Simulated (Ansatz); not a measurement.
Runs of Ansatz 0.2.0 on GaN. Symmetry: P-6m2, No. 187, hexagonal system. Conventional cell: a = 2.981 Å, b = 2.981 Å, c = 2.683 Å, α = 90.00°, β = 90.00°, γ = 120.00°. Ga (site symmetry -6m2) is surrounded by 6 N at 2.18 Å. N (site symmetry -6m2) has 6 Ga at 2.18 Å as nearest neighbours. The cell was built by a generator and needn't be a form met in nature.

| task | level | cell | points for each segment of the path | gap on the mesh (eV) | pressure (GPa) | relaxed volume (Å³/atom) |
| --- | --- | --- | --- | --- | --- | --- |
| relaxation of cell and atoms | HF | relaxed | - | (b) | 0.0 | 9.71 |
| single point | B3LYP | as given | - | 0.74 | -3.3 | - |
| relaxation of cell and atoms | PBE0 | relaxed | - | 1.61 | 0.0 | 9.77 |
| band structure | HSE03 | as given | 4 | - | (a) | - |

Alike in all rows: potentials or basis Ansatz PAW; no spin polarisation; k mesh 5 × 5 × 5; cutoff (eV) 420; smearing fermi-dirac 0.05 eV; the mesh is coarse, so values aren't converged.

Estimate the missing entries.

(a) -9.3; (b) 8.13.

Caveats: all runs use coarse meshes; the PAW data sets come from PBE, with cores solved anew for the run's functional, which leaves a small shift of forces and pressure; odd divisions of the mesh miss points on the zone boundary, where band edges often lie, so the gap on the mesh can be too wide (some runs); the plane-wave basis is chosen anew once the cell has moved, so the energies of steps on either side of that aren't comparable (some runs); the thresholds are loose for stress (some runs).

A k mesh can miss the band edges, and the runs leave out spin-orbit coupling on Ga.
